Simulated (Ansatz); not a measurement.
Structure relaxation of TePb

These are results of DFT PBE, scalar-relativistic, plane waves, PAW (Ansatz 0.2.0), not measurements.

The start is a database structure of TePb, space group Fm-3m (No. 225).

The final relaxation ran on this input, with the default PAW datasets:

```yaml
crystal:
  lattice:
    - [0.0, 3.2708968051, 3.2708968051]
    - [3.2708968051, 0.0, 3.2708968051]
    - [3.2708968051, 3.2708968051, 0.0]
  atoms:
    - { symbol: Te, position: [0.0, 0.0, 0.0] }
    - { symbol: Pb, position: [0.5, 0.5, 0.5] }
basis:
  ecutwfc: 420
kpoints:
  mp_grid: { grid: [8, 8, 8] }
hamiltonian:
  xc: pbe
scf:
  occupations: { method: gaussian, width: 0.02 }
output:
  forces: true
  stress: true
  eigenvalues: true
relax:
  adjacent_minimum: "off"
  f_tol: 0.01
  max_steps: 80
  cell: { stress_tol: 0.05 }
```

Launched as:

```bash
ansatz run input.yaml --threads 1 --pin off --max-ram 2560MiB --backend cpu --events-out ev --progress --plain --runs-dir out
```

It took 16 s on 1 thread of AMD EPYC 7R43 64-Core Processor (Zen 3), with other jobs on the host, peak memory 0.42 GiB.

The program printed at the end:

```
SCF converged after 4 iterations
Free energy (F): -18887.186094 eV
Harris-Foulkes:  -18887.186094 eV  (|F-HF|=6.04e-10)
Internal energy: -18887.186094 eV  (E = F + TS)
E sigma→0 (E₀):  -18887.186094 eV
Fermi energy:    8.339803 eV
--- Per-component energies (eV) ---
  E_band       = -335.019323
  E_kinetic    = 467.031113
  E_local      = -2459.405926  (includes V_loc(G=0)·N_el)
  E_nonlocal   = 39.733585
  E_hartree    = 1283.029221
  E_xc         = -344.958906
  E_vxc        = -236.282700  (∫ρ·V_xc dr)
  E_paw        = -15066.426487  (= ΣΔE_a)
  E_vpaw       = -712.153635  (= ΣTr[D̂ρ^β])
  E_aug_tail   = -0.000160  (compensation charges beyond the density's cutoff)
  E_ewald      = -2806.188534
  E_smearing   =  0.000000  (= −TS)
  E_closure    = 0.000000  (closes the sum)
  Σ components = -18887.186094   (vs F -18887.186094, Δ=0.00e0)
--- Forces (eV/Å), atoms counted from 1 ---
  atom   1  Te     0.00000000     0.00000000     0.00000000
  atom   2  Pb     0.00000000     0.00000000     0.00000000
  max |Σ_I F_I| component: 4.10e-29 eV/Å
--- Stress (GPa, compression-positive) ---
       -0.001706       0.000000       0.000000
        0.000000      -0.001706       0.000000
        0.000000       0.000000      -0.001706
  P = ⅓ Tr σ = -0.0017 GPa (-0.017 kbar)
--- Relaxed structure (3 steps of the walk, 3 accepted, 1 SCFs on fresh bases) ---
  F+E_penalty+E_count = -18887.18609416 eV   max|allowed force component| = 2.160e-29 eV/Å   (the final SCF, on the basis selected at the relaxed cell)
  cell:  # Å, volume = 70.8857 Å³
    - [0.000000, 3.284805, 3.284805]
    - [3.284805, 0.000000, 3.284805]
    - [3.284805, 3.284805, 0.000000]
  atoms:
    - { symbol: Te, position: [0.000000, 0.000000, 0.000000] }
    - { symbol: Pb, position: [0.5, 0.5, 0.5] }
```

Absolute energies hang on the potentials; compare differences alone.

The result has space group Fm-3m (No. 225). Te is coordinated by 6 Pb at 3.28 Å; around Pb lie 6 Te at 3.28 Å.

Against the elements it lies at -0.408 eV/atom. Formation energies are uncorrected and refer to the elements' standard structures at the same level.

Spin–orbit coupling is left out.

Symmetry constrained the relaxation, so the result can be a saddle point.